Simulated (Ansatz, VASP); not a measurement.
# I in VASP and in Ansatz

INCAR

```
PREC = Accurate
ENCUT = 520
EDIFF = 1E-6
ISMEAR = -1
SIGMA = 0.05
LREAL = False
LASPH = True
NELM = 100
ALGO = Normal
ISIF = 2
LWAVE = False
LCHARG = True
GGA = PE
LELF = True
LVHAR = True
NBANDS = 10
```

Contents of KPOINTS:

```
Automatic mesh
0
Gamma
  9 9 9
```

File POSCAR:

```
I
1.0
    0.0000000000      2.3497234514      3.8835988039
    2.1775319666      0.0000000000      3.8835988039
    2.1775319666      2.3497234514      0.0000000000
I
1
Direct
    0.0000000000      0.0000000000      0.0000000000
```

Contents of input.yaml:

```yaml
crystal:
  lattice:
    - [0.0, 2.3497234514, 3.8835988039]
    - [2.1775319666, 0.0, 3.8835988039]
    - [2.1775319666, 2.3497234514, 0.0]
  atoms:
    - { symbol: I, position: [0.0, 0.0, 0.0] }
kpoints:
  mp_grid: { grid: [9, 9, 9] }
scf:
  occupations: { method: fermi_dirac, width: 0.05 }
hamiltonian:
  xc: pbe
  pseudopotentials: { kind: all_electron, lapw: { basis_error: 0.0005 } }
output:
  forces: true
  stress: true
  eigenvalues: true
```

Change from the starting cell: volume scaled by 0.98.

Alike in both runs: task single point; functional PBE; k mesh 9 × 9 × 9; occupations fermi-dirac, width 0.05 eV; no spin polarisation.

|  | VASP | Ansatz |
| --- | --- | --- |
| version | VASP 6.6.1 | Ansatz 0.2.0 |
| potentials or method | VASP PAW PBE potentials, release 64 (I) | all-electron LAPW, scalar-relativistic |
| plane-wave cutoff (eV) | 520 | see its input |

VASP gave:

```
gap on the k mesh at the Fermi level (eV)       : none
pressure (GPa)                                  : 1.0
largest component of the traceless stress (GPa) : 0.12
```

Q: What did Ansatz give for the same quantities?

A: gap on the k mesh at the Fermi level (eV): none; pressure (GPa): 1.0; largest component of the traceless stress (GPa): 0.16.

A gap of «none» marks a metal or a gap that the smearing closes. Ansatz ran all-electron here, so the differences hold the error of VASP's frozen core and of both bases.

Caveats: an odd number of electrons without spin polarisation forces a metal; a magnetic or distorted state may lie lower. The runs have no spin-orbit coupling, so splittings on I are missing.
